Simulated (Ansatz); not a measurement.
Method: DFT PBE, scalar-relativistic, plane waves, PAW in Ansatz. Settings: cutoff 420 eV, Γ-centred meshes spaced at most about 0.3 Å⁻¹, and about 0.25 Å⁻¹ or finer for metals (2π included), Gaussian smearing. No spin polarisation in the final relaxations.

Temperature and zero-point effects are left out.

Two forms of InGa3P4 were relaxed alike.

A.

```xyz
8
Lattice="-2.6377 2.6377 5.2527 2.6377 -2.6377 5.2527 2.6377 2.6377 -5.2527" Properties=species:S:1:pos:R:3 pbc="T T T"
In    0.0000    0.0000    0.0000
Ga    0.0000    2.6377    2.6264
Ga    2.6377    0.0000    2.6264
Ga    0.0000    0.0000    5.2527
P     0.0000    2.6377    0.0000
P     2.6377    0.0000    0.0000
P     0.0000    0.0000    2.7510
P     0.0000    0.0000    7.7544
```

B.

```xyz
8
Lattice="3.7301 0.0000 0.0000 0.0000 3.7301 0.0000 0.0000 0.0000 10.5242" Properties=species:S:1:pos:R:3 pbc="T T T"
In    1.8650    1.8650    5.2621
Ga    0.0000    0.0000    7.9498
Ga    0.0000    0.0000    2.5744
Ga    1.8650    1.8650    0.0000
P     0.0000    0.0000    5.2621
P     1.8650    1.8650    2.4955
P     0.0000    0.0000    0.0000
P     1.8650    1.8650    8.0288
```

Question: Which form is favoured at zero pressure, and by what margin per atom?

Answer: They are level within the accuracy (under 1 meV/atom apart). A has In and Ga ordered on rock salt sites, space group I4/mmm (No. 139), 18.3 Å³/atom and no gap on its mesh; B has In and Ga ordered on rock salt sites, space group P4/mmm (No. 123), 18.3 Å³/atom and no gap. Counting P atoms around Ga and In (those within 1.25 times the shortest such distance or 1.15 times the sum of covalent radii, 1.27 where that leaves under three), A and B both have In 6, Ga 6. Both come from invented guesses. A third cell relaxed alike, in I-42m, lies 0.38 eV/atom below the lower of the two.

The k mesh leaves some 4 meV/atom of noise in the energy of each metallic cell. Cells relaxed within their symmetry can be saddle points.

Neither ordering is favoured, and the tie is between two forms well above the I-42m cell in energy. The near-degeneracy is reasonable: In and Ga are isovalent, so exchanging them on the cation sites of a rock salt lattice brings little electrostatic gain, and both patterns keep every cation six-coordinate. What remains is mainly size mismatch, which both cells relieve in the same way, with P shifted along c away from the larger In and towards Ga.

The 0.38 eV/atom gain in I-42m probably reflects a return to tetrahedral, zinc-blende-like bonding, the normal choice of GaP and InP at ambient pressure. There, four valence electrons per atom fill directed sp³ bonds and open a gap; six-fold coordination spreads the same electrons over more, weaker contacts, consistent with the missing gap in A and B. The calculation thus supports neither form as the zero-pressure ground state. Dense six-coordinate packing could become competitive under compression, but equal volumes give pressure little initial leverage to separate A from B.
